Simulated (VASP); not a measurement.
Input of a VASP 6.6.1 run:

INCAR

```
PREC = Accurate
ENCUT = 600
EDIFF = 1E-6
ISMEAR = -1
SIGMA = 0.05
LREAL = F
LASPH = T
NELM = 60
ALGO = Normal
ISIF = 3
LWAVE = F
LCHARG = F
GGA = PS
IBRION = 2
NSW = 40
EDIFFG = -0.005
PSTRESS = 0
```

Contents of KPOINTS:

```
Automatic mesh
0
Gamma
  5 5 5
```

File POSCAR:

```
Ag2O
1.0
    4.7180000000      0.0000000000      0.0000000000
    0.0000000000      4.7180000000      0.0000000000
    0.0000000000      0.0000000000      4.7180000000
Ag O
4 2
Direct
    0.7500000000      0.2500000000      0.7500000000
    0.7500000000      0.7500000000      0.2500000000
    0.2500000000      0.7500000000      0.7500000000
    0.2500000000      0.2500000000      0.2500000000
    0.5000000000      0.5000000000      0.5000000000
    0.0000000000      0.0000000000      0.0000000000
```

Potentials or basis: VASP PAW PBE potentials, release 64 (Ag, O).

Launch:

```sh
$ cat potpaw_PBE.64/Ag/POTCAR potpaw_PBE.64/O/POTCAR > POTCAR
$ mpirun -np 1 vasp_std > vasp.out
```

Question: Predict the band gap on the k mesh.

Answer: None (metal or under the smearing width).

Question: Predict the space group after relaxing (to 0.05 Å).

Answer: Pn-3m (No. 224).

Question: Predict the relaxed volume.

Answer: 17.34 Å³/atom.

Final structure:
```
Ag O
1.0
     4.70302    0.00000    0.00000
     0.00000    4.70302    0.00000
     0.00000    0.00000    4.70302
Ag O
4 2
Direct
  0.75000 0.25000 0.75000
  0.75000 0.75000 0.25000
  0.25000 0.75000 0.75000
  0.25000 0.25000 0.25000
  0.50000 0.50000 0.50000
  0.00000 0.00000 0.00000
```

Caveat: the PAW data sets were made with another functional, which shifts forces and pressure a little.
